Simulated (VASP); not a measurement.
Input of a VASP 6.6.1 run:

Contents of POSCAR:

```
BeS
1.0
    0.0000000000      2.3653935000      2.3653935000
    2.3653935000      0.0000000000      2.3653935000
    2.3653935000      2.3653935000      0.0000000000
Be S
1 1
Direct
    0.0000000000      0.0000000000      0.0000000000
    0.7500000000      0.7500000000      0.7500000000
```

Contents of INCAR.step1:

```
SYSTEM = BeS
PREC = Accurate
ENCUT = 520
ISMEAR = 0
SIGMA = 0.02
LREAL = .False.
LASPH = .True.
NELM = 100
NBANDS = 11
GGA = PE
ALGO = Normal
EDIFF = 1E-4
LWAVE = .True.
LCHARG = .False.
```

The input INCAR.step2:

```
SYSTEM = BeS
PREC = Accurate
ENCUT = 520
EDIFF = 1E-7
ISMEAR = 0
SIGMA = 0.02
LREAL = .False.
LASPH = .True.
NELM = 100
ALGO = Normal
ISIF = 2
LWAVE = .False.
LCHARG = .False.
METAGGA = R2SCAN
LMIXTAU = .True.
NBANDS = 11
ISTART = 1
```

The input KPOINTS:

```
Automatic mesh
0
Gamma
  8 8 8
  0 0 0
```

Potentials or basis: VASP PAW PBE potentials, release 64 (Be, S).

Launch:

```bash
$ cat potpaw_PBE.64/Be/POTCAR potpaw_PBE.64/S/POTCAR > POTCAR
$ cp INCAR.step1 INCAR
$ mpirun -np 1 vasp_std > vasp.out
$ cp INCAR.step2 INCAR
$ mpirun -np 1 vasp_std > vasp.out
```

Task: What does it give for the pressure?

Result: 10.2 GPa.

Task: Predict the band gap on the k mesh.

Result: 3.39 eV, indirect (least direct gap 6.20 eV).

Caveat: the PAW data sets were made with another functional, which shifts forces and pressure a little. A k mesh can miss the band edges.
